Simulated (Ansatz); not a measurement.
From the elastic tensor of ZrN at 11 GPa (stress–strain coefficients) to moduli and sound speeds

Theory: DFT LDA, scalar-relativistic, plane waves, PAW in Ansatz. Plane waves to 420 eV; Γ-centred k mesh 16×16×16; Fermi-Dirac smearing of 0.15 eV. No spin polarisation.

The structure is cubic, space group Fm-3m (No. 225). The conventional cell has a = 4.471 Å, b = 4.471 Å, c = 4.471 Å, α = 90.00°, β = 90.00°, γ = 90.00°. Around Zr (site symmetry m-3m) lie 6 N at 2.24 Å. N (site symmetry m-3m) is surrounded by 6 Zr at 2.24 Å.

In a metal, frequencies and elastic constants depend on the k mesh and the smearing, soft modes and shear constants most. Spin polarisation was left out, and a magnetic state may lie lower.

Relaxed-ion constants (GPa, on the Cartesian axes of the calculation):
C11 = 726.4, C12 = 130.5, C13 = 130.5, C22 = 726.4, C23 = 130.5, C33 = 726.4, C44 = 133.9, C55 = 133.9, C66 = 133.9 GPa; the others vanish.

Density 7.818 g/cm³; 2 atoms in 22.35 Å³.

The values that follow are for a polycrystal of randomly turned grains, by Hill's mean where one number stands.

```json
{
 "Bulk modulus, Voigt / Reuss / Hill": "329.1 / 329.1 / 329.1 GPa",
 "Shear modulus, Voigt / Reuss / Hill": "199.5 / 171.7 / 185.6 GPa",
 "Young's modulus": "469 GPa",
 "Poisson ratio": "0.263",
 "Pugh ratio B/G": "1.77",
 "Universal anisotropy index": "0.81",
 "Longitudinal and transverse sound speeds": "8588 and 4872 m/s",
 "Debye temperature from the mean sound speed": "721 K"
}
```

Cost: 1 run of about 1.2 core-minutes, on Intel Xeon Platinum 8259CL (Skylake/Cascade Lake) (shared hosts).

The compressed nitride is very stiff along the cube axes but much softer in shear on the cube faces: C11 reaches 726.4 GPa, C44 only 133.9 GPa. Strain along a cube axis directly stretches or compresses the Zr–N bonds, where N 2p and Zr 4d orbitals overlap in σ fashion, whereas the C44 shear mainly bends them. The electron left over once the p–d bonding states are filled enters metallic Zr d states of t2g character, which probably lowers the resistance to this shear further. Young's modulus is therefore largest along ⟨100⟩ and smallest along ⟨111⟩.

The near equality of C12 and C44 is no sign of central forces. Under pressure, such forces would make C12 exceed C44 by twice the pressure, so the slightly larger C44 points to a clear non-central contribution, consistent with directional covalent bonding. The constants satisfy the cubic stability conditions at 11 GPa, but this covers only homogeneous strain and doesn't exclude phonon instabilities at finite wavevector.
